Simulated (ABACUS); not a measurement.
Write the native input for ABACUS 3.10.1 that does the following.

```
Task                                          : relaxation of cell and atoms
Functional                                    : PBE
Potentials or basis                           : PseudoDojo NC SR 0.4.1 PBE standard
Cutoff                                        : 1361 eV
Density cutoff                                : 5442 eV
Basis                                         : DZP LCAO (the cutoffs set its grid)
k mesh                                        : 8 × 8 × 8
Occupations                                   : fermi-dirac, width 0.05 eV
Spin                                          : collinear spin, ferromagnetic start
Starting moments                              : [1.0, 0.0] μB
Radial cutoff of the potentials (pseudo_rcut) : 7 bohr
Orbital files                                 : Ni Ni_confined-atom_7au_3s2p2d1f.orb, O O_confined-atom_6au_2s2p1d.orb
Max steps of the relaxation                   : 60
Force threshold                               : 0.02 eV/Å
Optimiser                                     : cg
Stress threshold                              : 0.2 kbar
SCF threshold on the density                  : 1e-07
Max SCF steps                                 : 100
Eigensolver                                   : genelpa
Mixing                                        : broyden
Mixing share                                  : 0.4
Symmetry key                                  : 1
```

The system is NiO.

```
CELL_PARAMETERS angstrom
0.00000 2.08590 2.08590
2.08590 0.00000 2.08590
2.08590 2.08590 0.00000
ATOMIC_POSITIONS crystal
Ni 0.00000 0.00000 0.00000
O 0.50000 0.50000 0.50000
```

The input as run:

INPUT

```
INPUT_PARAMETERS
suffix              NiO
calculation         cell-relax
basis_type          lcao
pseudo_dir          ./
orbital_dir         ./
symmetry            1
dft_functional      pbe
ecutwfc             100
pseudo_rcut         7
nspin               2
nbands              17
ks_solver           genelpa
smearing_method     fd
smearing_sigma      0.00367493
scf_thr             1e-07
scf_nmax            100
mixing_type         broyden
mixing_beta         0.4
cal_force           1
cal_stress          1
out_mul             1
relax_nmax          60
force_thr_ev        0.02
relax_method        cg
out_stru            1
stress_thr          0.2
```

STRU

```
ATOMIC_SPECIES
Ni 58.6934 Ni.upf
O 15.9990 O.upf

NUMERICAL_ORBITAL
Ni_confined-atom_7au_3s2p2d1f.orb
O_confined-atom_6au_2s2p1d.orb

LATTICE_CONSTANT
1.8897261246

LATTICE_VECTORS
0.0000000000 2.0859016414 2.0859016414
2.0859016414 0.0000000000 2.0859016414
2.0859016414 2.0859016414 0.0000000000

ATOMIC_POSITIONS
Direct

Ni
0.0
1
0.0000000000 0.0000000000 0.0000000000 1 1 1 mag 1

O
0.0
1
0.5000000000 0.5000000000 0.5000000000 1 1 1 mag 0
```

KPT

```
K_POINTS
0
Gamma
8 8 8 0 0 0
```

Potentials or basis: PseudoDojo NC SR 0.4.1 PBE standard, DZP LCAO (the cutoffs set its grid).

Command:

```console
$ OMP_NUM_THREADS=1 mpirun -np 4 abacus > log
```

Results of the run:

```yaml
Relaxed_volume: 9.41 Å³/atom
Relaxed_cell: a = 2.986 Å, b = 2.986 Å, c = 2.986 Å, α = 60.00°, β = 60.00°, γ = 60.00°
Space_group_after_relaxing_to_0.05_Å: Fm-3m (No. 225)
Energy_gained_by_relaxing: 7.2 meV/atom
Ionic_steps: 3
Pressure_after_relaxing: 0.0 GPa
Net_moment: 1.87 μB per cell
Absolute_moment: 1.88 μB per cell
Site_moments: Ni +1.55; O +0.31 μB
Mulliken_charges: Ni +0.43; O -0.43 e
```

Caveat: the atomic orbitals were generated for these runs and aren't a published set; Mulliken charges move with the basis; the basis of atomic orbitals isn't converged, which shifts pressures, moduli and gaps; a cell with one magnetic atom can't hold antiferromagnetic order, which such compounds often take.

Run time: 54 s on 4 MPI ranks on Intel(R) Xeon(R) Platinum 8259CL CPU @ 2.50GHz (Skylake/Cascade Lake), with other jobs on the host, peak memory 0.44 GiB a rank.
